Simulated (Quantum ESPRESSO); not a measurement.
WS: work function with PBE

Slab: WS, a slab with vacuum.

```xyz
4
Lattice="3.1835 0.0000 0.0000 -1.5918 2.7570 0.0000 0.0000 0.0000 31.9506" Properties=species:S:1:pos:R:3 pbc="T T T"
W     0.0000    1.8380    7.5000
S     1.5918    0.9190    9.0595
S     1.5918    0.9190   22.8911
W     0.0000    1.8380   24.4506
```

```json
{"Program": "Quantum ESPRESSO 7.5", "Task": "work function", "Functional": "PBE", "Potentials or basis": "PseudoDojo 0.4.1 SR PBE standard", "Cutoff": "1007 eV", "Density cutoff": "4027 eV", "k mesh": "6 × 6 × 1", "Occupations": "fermi-dirac, width 0.05 eV", "Spin": "no spin polarisation", "Boundary across the vacuum": "none", "Mixing mode": "local-TF", "Mixing beta": "0.3", "Most SCF iterations": "150", "SCF threshold": "4e-09 Ry"}
```

- Largest force: 0.456 eV/Å
- Band gap on the k mesh: 0.41 eV, indirect (least direct gap 0.91 eV)
- Ionisation potential of the upper face: 4.68 eV
- Electron affinity of the upper face: 4.27 eV

Forces on the atoms (eV/Å):
```
W    0.000  0.000  0.456
S    0.000  0.000 -0.456
S    0.000  0.000  0.456
W    0.000  0.000 -0.456
```

Levels at points of the mesh, in eV from the valence-band top:
```tsv
k point	band 17	band 18	band 19	band 20	band 21	band 22	band 23	band 24
(0.00, 0.00, 0.00)	-0.75	-0.75	-0.51	-0.51	0.41	0.41	0.41	0.41
(0.00, -0.50, 0.00)	-1.47	-1.47	0.00	0.00	1.52	1.52	2.72	2.72
```

Run time: 93 s on 2 MPI ranks on Arm Neoverse V2, with other jobs on the host, peak memory 0.62 GiB a rank.

Caveat: ionisation potential and electron affinity come from Kohn-Sham levels, which understate the gap; spin-orbit coupling is left out, which moves the levels of the heavy elements.
